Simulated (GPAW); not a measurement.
# CdS (Greenockite) (P6_3mc) in GPAW: a series of runs, part 2 of 2

GPAW 26.7.0.

### 4 Band structure, rSCAN, spin-orbit coupling, no magnetisation

The input, run.py:

```python
import numpy as np
from ase import Atoms
from ase.dft.bandgap import bandgap
from ase.io import write
from ase.units import GPa
from gpaw import GPAW, PW
from gpaw.spinorbit import soc_eigenstates

atoms = Atoms(['Cd', 'Cd', 'S', 'S'],
              cell=[[4.15, 0.0, 0.0],
                    [-2.075, 3.5940054257, 0.0],
                    [0.0, 0.0, 6.737]],
              scaled_positions=[[0.6666666667, 0.3333333333, 0.5],
                                [0.3333333333, 0.6666666667, 0.0],
                                [0.6666666667, 0.3333333333, 0.875],
                                [0.3333333333, 0.6666666667, 0.375]],
              pbc=True)

calc = GPAW(mode=PW(600),
            xc='MGGA_X_RSCAN+MGGA_C_RSCAN',
            kpts={'size': (5, 5, 3), 'gamma': True},
            occupations={'name': 'fermi-dirac', 'width': 0.05},
            nbands=31,
            convergence={'density': 1e-05, 'energy': 1e-05},
            maxiter=150,
            txt='gpaw.txt')
atoms.calc = calc
energy = atoms.get_potential_energy()
forces = atoms.get_forces()
stress = atoms.get_stress()
calc.write('gs.gpw')
write('result.traj', atoms)
print(f'Energy: {energy:.6f} eV')
print('Forces (eV/A):')
print(forces.round(4))
print('Stress (GPa):', (stress / GPa).round(3))
print('Fermi level:', round(calc.get_fermi_level(), 4), 'eV')
print(f'Gap: {bandgap(calc)[0]:.4f} eV, direct: {bandgap(calc, direct=True)[0]:.4f} eV')

path = atoms.cell.bandpath('GMKGALHA,LM,KH', npoints=100, eps=1e-4)
bs_calc = calc.fixed_density(kpts=path, symmetry='off', nbands=51,
                             convergence={'bands': 'CBM+6.0', 'eigenstates': 1e-6}, txt='bands.txt')
bs = bs_calc.band_structure()
bs.write('bs.json')
print(f'Gap on the path: {bandgap(bs_calc)[0]:.4f} eV')

soc = soc_eigenstates(bs_calc, theta=54.7, phi=45, ignore_xc_potential=True)
np.savetxt('soc_bands.dat', soc.eigenvalues(), fmt='%.4f')
mesh = soc_eigenstates('gs.gpw', theta=54.7, phi=45, ignore_xc_potential=True)
np.savetxt('soc_mesh.dat', mesh.eigenvalues(), fmt='%.4f')
print('Fermi level with spin-orbit coupling:', round(mesh.fermi_level, 4), 'eV')
```

Potentials or basis: GPAW PAW data sets (gpaw-data 1.2.1), pw.

Command:

```
$ OMP_NUM_THREADS=1 python run.py
```

Wall time 8.8 min (1 thread of Intel Xeon Platinum 8175M at 2.50GHz (Skylake/Cascade Lake), shared host); peak memory 0.75 GiB.

Results (log left out):

| Item | Value |
| --- | --- |
| Free energy | -89.0354 eV |
| Pressure | 0.3 GPa |
| Largest force | 0.066 eV/Å |
| Band gap on the k mesh | 1.58 eV, direct |
| Band gap along the path | 1.58 eV, direct |

Forces on the atoms (eV/Å):
```
Cd   0.000  0.000 -0.066
Cd   0.000  0.000 -0.066
S    0.000  0.000  0.066
S    0.000  0.000  0.066
```

Stress tensor (GPa, compression positive):
```
0.15 0.00 0.00
0.00 0.15 0.00
0.00 0.00 0.70
```

Levels at the corners of the path, in eV from the valence-band top:
```tsv
point	band 33	band 34	band 35	band 36	band 37	band 38	band 39	band 40
Γ	-0.02	-0.02	0.00	0.00	1.58	1.58	3.19	3.19
M	-1.32	-1.32	-0.76	-0.76	4.11	4.11	4.22	4.22
K	-1.88	-1.85	-1.65	-1.65	4.86	4.86	5.50	5.53
Γ	-0.02	-0.02	0.00	0.00	1.58	1.58	3.19	3.19
A	-0.40	-0.40	-0.40	-0.40	3.23	3.23	3.23	3.23
L	-1.35	-1.35	-1.35	-1.35	3.82	3.82	3.82	3.82
H	-1.16	-1.16	-1.15	-1.15	4.80	4.80	4.84	4.84
A	-0.40	-0.40	-0.40	-0.40	3.23	3.23	3.23	3.23
L	-1.35	-1.35	-1.35	-1.35	3.82	3.82	3.82	3.82
M	-1.32	-1.32	-0.76	-0.76	4.11	4.11	4.22	4.22
K	-1.88	-1.85	-1.65	-1.65	4.86	4.86	5.50	5.53
H	-1.16	-1.16	-1.15	-1.15	4.80	4.80	4.84	4.84
```

Caveat: spin-orbit coupling was added after a scalar SCF, so levels and gaps hold it while energy, forces, pressure and moments don't; this program's spin-orbit splittings come out too wide for heavy elements; the PAW data sets were made with another functional, which shifts forces and pressure a little.

### 5 Band structure, PBE

The input, run.py:

```python
from ase import Atoms
from ase.dft.bandgap import bandgap
from ase.io import write
from ase.units import GPa
from gpaw import GPAW, PW, setup_paths

setup_paths.insert(0, '.')

atoms = Atoms(['Cd', 'Cd', 'S', 'S'],
              cell=[[4.15, 0.0, 0.0],
                    [-2.075, 3.5940054257, 0.0],
                    [0.0, 0.0, 6.737]],
              scaled_positions=[[0.6666666667, 0.3333333333, 0.5],
                                [0.3333333333, 0.6666666667, 0.0],
                                [0.6666666667, 0.3333333333, 0.875],
                                [0.3333333333, 0.6666666667, 0.375]],
              pbc=True)

calc = GPAW(mode=PW(1100),
            xc='PBE',
            kpts={'size': (5, 5, 3), 'gamma': True},
            occupations={'name': 'fermi-dirac', 'width': 0.05},
            setups='sg15',
            nbands=-13,
            convergence={'density': 1e-05, 'energy': 1e-05},
            maxiter=150,
            txt='gpaw.txt')
atoms.calc = calc
energy = atoms.get_potential_energy()
forces = atoms.get_forces()
stress = atoms.get_stress()
calc.write('gs.gpw')
write('result.traj', atoms)
print(f'Energy: {energy:.6f} eV')
print('Forces (eV/A):')
print(forces.round(4))
print('Stress (GPa):', (stress / GPa).round(3))
print('Fermi level:', round(calc.get_fermi_level(), 4), 'eV')
print(f'Gap: {bandgap(calc)[0]:.4f} eV, direct: {bandgap(calc, direct=True)[0]:.4f} eV')

path = atoms.cell.bandpath('GMKGALHA,LM,KH', npoints=80, eps=1e-4)
bs_calc = calc.fixed_density(kpts=path, symmetry='off', nbands=-29,
                             convergence={'bands': 'CBM+6.0', 'eigenstates': 1e-6}, txt='bands.txt')
bs = bs_calc.band_structure()
bs.write('bs.json')
print(f'Gap on the path: {bandgap(bs_calc)[0]:.4f} eV')
```

Potentials or basis: SG15 ONCV 1.2, pw.

Command:

```
$ OMP_NUM_THREADS=1 python run.py
```

gpaw.txt:

```text
__  _  _
 | _ |_)|_||  |
 |__||  | ||/\| - 26.7.0

Input parameters:
  mode=PW(ecut=1100.0),
  convergence={'density': 1e-05, 'energy': 1e-05},
  kpts=MonkhorstPack(size=(5, 5, 3), gamma=True),
  maxiter=150,
  nbands=-13,
  occupations=Occupations(name='fermi-dirac', width=0.05),
  setups={'default': 'sg15'},
  xc=XC(name='PBE')

Diagonalizing LCAO Hamiltonian
Converting LCAO to pw mode

            S

            Cd
        S

        Cd

Atoms  # Å, Bohr magnetons
|   | symbol |         x |        y |        z |    initial magnetic moments |
|---|--------|-----------|----------|----------|-----------------------------|
| 0 |     Cd |  2.075000 | 1.198002 | 3.368500 | ( 0.0000,  0.0000,  0.0000) |
| 1 |     Cd | -0.000000 | 2.396004 | 0.000000 | ( 0.0000,  0.0000,  0.0000) |
| 2 |      S |  2.075000 | 1.198002 | 5.894875 | ( 0.0000,  0.0000,  0.0000) |
| 3 |      S | -0.000000 | 2.396004 | 2.526375 | ( 0.0000,  0.0000,  0.0000) |

Unit cell  # Å
[... 168 lines left out ...]
  Kinetic:        1959.134381
  Coulomb:       -9784.120801
  Zero:           -314.860517
  External:          0.000000
  Xc:             -878.465302
  Entropy:          -0.000000
  Spinorbit:         0.000000
  ----------------------------
  Free energy:   -9018.312240
  Extrapolated:  -9018.312240

dipole moment: (0.000000, -0.000000, -64.302907)  # |e|*Ang

Fermi level: 3.205
Eigenvalues  # (at kpt = [0.000, 0.000, 0.000])
| band index |      eig [eV] | occ [0-2] |
|------------|---------------|-----------|
|          0 |       -98.770 |     2.000 |
|        ... |               |           |
|         18 |        -4.587 |     2.000 |
|         19 |        -4.254 |     2.000 |
|         20 |        -1.739 |     2.000 |
|         21 |         1.831 |     2.000 |
|         22 |         1.831 |     2.000 |
|         23 |         2.542 |     2.000 |
[... 8 lines left out ...]
|         32 |        10.190 |     0.000 |
|         33 |        10.273 |     0.000 |
|        ... |               |           |
|         38 |        14.558 |     0.000 |

Gap: 1.195 eV
Transition (v -> c):
  (s=0, k=0, n=25, [0.00, 0.00, 0.00]) -> (s=0, k=0, n=26, [0.00, 0.00, 0.00])
No difference between direct/indirect transitions

Forces  # eV/Ang
|        x |       y |        z |
|----------|---------|----------|
|  0.00000 | 0.00000 | -0.06597 |  # Cd   0
| -0.00000 | 0.00000 | -0.06597 |  # Cd   1
|  0.00000 | 0.00000 |  0.06605 |  # S    2
|  0.00000 | 0.00000 |  0.06597 |  # S    3

Stress tensor  # eV/Ang^3
|         x |         y |         z |
|-----------|-----------|-----------|
| -0.013151 | -0.000000 |  0.000000 |
|  0.000000 | -0.013151 |  0.000000 |
|  0.000000 |  0.000000 | -0.016870 |

# Writing to gs.gpw (mode='')
```

bands.txt:

```text
Diagonalizing LCAO Hamiltonian
Converting LCAO to pw mode
convergence criteria:
- Maximum integral of absolute [eigenst]ate change: 1e-06 eV^2 / valence electron
maximum number of iterations: 150

SCF iterations
|iter     | |      energy | eigst |  dens |
|---------|-|-------------|-------|-------|
[... 88 lines left out ...]
         [0.5       , 0.        , 0.        ],
         [0.33333333, 0.33333333, 0.        ],
         [0.33333333, 0.33333333, 0.08333333],
         [0.33333333, 0.33333333, 0.16666667],
         [0.33333333, 0.33333333, 0.25      ],
         [0.33333333, 0.33333333, 0.33333333],
         [0.33333333, 0.33333333, 0.41666667],
         [0.33333333, 0.33333333, 0.5       ]])),
  maxiter=150,
  nbands=-29,
  occupations=Occupations(name='fermi-dirac', width=0.05),
  setups={'default': 'sg15'},
  symmetry=Symmetry(point_group=False, time_reversal=False),
  xc=XC(name='PBE')
```

Wall time 6.2 min (1 thread of Intel Xeon Platinum 8175M at 2.50GHz (Skylake/Cascade Lake), shared host); peak memory 1.1 GiB.

What came out:

- Free energy: -9018.3122 eV
- Pressure: 2.3 GPa
- Largest force: 0.066 eV/Å
- Band gap on the k mesh: 1.20 eV, direct
- Band gap along the path: 1.20 eV, direct

Forces in eV/Å, atoms in the order of the input:
```
Cd   0.000  0.000 -0.066
Cd   0.000  0.000 -0.066
S    0.000  0.000  0.066
S    0.000  0.000  0.066
```

Levels at the corners of the path, in eV from the valence-band top:
| point | band 23 | band 24 | band 25 | band 26 | band 27 | band 28 | band 29 | band 30 |
| --- | --- | --- | --- | --- | --- | --- | --- | --- |
| Γ | -0.75 | -0.04 | 0.00 | 0.00 | 1.20 | 2.80 | 6.50 | 6.50 |
| M | -2.61 | -1.84 | -1.28 | -0.72 | 3.71 | 3.90 | 5.13 | 6.39 |
| K | -3.03 | -1.82 | -1.82 | -1.59 | 4.68 | 5.08 | 5.08 | 7.15 |
| Γ | -0.75 | -0.04 | 0.00 | 0.00 | 1.20 | 2.80 | 6.50 | 6.50 |
| A | -0.39 | -0.39 | -0.39 | -0.39 | 2.85 | 2.85 | 6.20 | 6.20 |
| L | -1.31 | -1.31 | -1.31 | -1.31 | 3.49 | 3.49 | 5.41 | 5.41 |
| H | -2.37 | -2.37 | -1.10 | -1.10 | 4.40 | 4.40 | 6.11 | 6.11 |
| A | -0.39 | -0.39 | -0.39 | -0.39 | 2.85 | 2.85 | 6.20 | 6.20 |
| L | -1.31 | -1.31 | -1.31 | -1.31 | 3.49 | 3.49 | 5.41 | 5.41 |
| M | -2.61 | -1.84 | -1.28 | -0.72 | 3.71 | 3.90 | 5.13 | 6.39 |
| K | -3.03 | -1.82 | -1.82 | -1.59 | 4.68 | 5.08 | 5.08 | 7.15 |
| H | -2.37 | -2.37 | -1.10 | -1.10 | 4.40 | 4.40 | 6.11 | 6.11 |

### 6 Overview

```csv
level,potentials or basis,spin,cutoff (eV),eigensolver,band points,spin axis theta (degrees),spin axis phi (degrees),gap on the mesh (eV),pressure (GPa),largest force (eV/Å)
revTPSS,"GPAW PAW data sets (gpaw-data 1.2.1), pw","SOC, no magnetisation",600,davidson,100,90,0,1.30,0.8,0.07
OLYP,"PAW data sets generated in the run's folder for this functional, pw","SOC, no magnetisation",600,davidson,60,90,0,1.66,3.9,0.07
rSCAN,"GPAW PAW data sets (gpaw-data 1.2.1), pw","SOC, no magnetisation",600,-,100,54.7,45,1.58,0.3,0.07
PBE,"SG15 ONCV 1.2, pw",off,1100,-,80,-,-,1.20,2.3,0.07
```

Alike in all rows: task band structure; cell as given; k mesh 5 × 5 × 3; smearing fermi-dirac 0.05 eV.

Caveats: spin-orbit coupling was added after a scalar SCF, so levels and gaps hold it while energy, forces, pressure and moments don't (some runs); this program's spin-orbit splittings come out too wide for heavy elements (some runs); the PAW data sets were made with another functional, which shifts forces and pressure a little (some runs).

Absolute energies hang on the potentials; compare differences alone.

### 7 Against experiment

Step 2. Measured gap of CdS: 2.5809 eV (quoted in “Isotope dependence of band-gap energy”, 2008, arxiv:0807.2152). This calculation gives 1.30 eV (-1.28 eV). The value is that of revTPSS, without temperature or zero-point motion.

Step 3. A measured gap of CdS is 2.5809 eV (quoted in “Isotope dependence of band-gap energy”, 2008, arxiv:0807.2152); the calculated 1.66 eV misses it by -0.92 eV. The value is that of OLYP, without temperature or zero-point motion.

Step 4. Measured gap of CdS: 2.5809 eV (quoted in “Isotope dependence of band-gap energy”, 2008, arxiv:0807.2152). This calculation gives 1.58 eV (-1.00 eV). The value is that of rSCAN, without temperature or zero-point motion.

Step 5. A measured gap of CdS is 2.5809 eV (quoted in “Isotope dependence of band-gap energy”, 2008, arxiv:0807.2152); the calculated 1.20 eV misses it by -1.39 eV. So large a miss can be the level of theory's own, or it may mean another phase, state or a wrong row. Spin-orbit coupling on Cd is left out. The value is that of PBE, without temperature or zero-point motion. Semilocal functionals fall short of measured gaps as a rule.
